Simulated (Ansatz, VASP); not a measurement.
# Pb in VASP and in Ansatz

```
CELL_PARAMETERS angstrom
0.00000 3.43900 3.43900
3.43900 0.00000 3.43900
3.43900 3.43900 0.00000
ATOMIC_POSITIONS crystal
Pb 0.75000 0.75000 0.75000
Pb 0.50000 0.50000 0.50000
```

Alike in both runs: functional LDA; k mesh 7 × 7 × 7; occupations methfessel-paxton of order 1, width 0.2 eV; no spin polarisation.

```csv
,VASP,Ansatz
version,VASP 6.6.1,Ansatz 0.2.0
potentials or method,"VASP PAW LDA potentials, release 64 (Pb_d), cutoff 520 eV","all-electron LAPW, scalar-relativistic"
task,single point,band structure
```

```tsv
	VASP	Ansatz	Ansatz less VASP
gap on the k mesh at the Fermi level (eV)	none	none	-
pressure (GPa)	-0.7	-0.7	+0.01
```

A gap of «none» marks a metal or a gap that the smearing closes. Ansatz ran all-electron here, so the differences hold the error of VASP's frozen core and of both bases.

Caveats: spin-orbit coupling is left out, which moves the levels of the heavy elements (Ansatz). Spin-orbit coupling is left out, which matters for the levels of Pb.
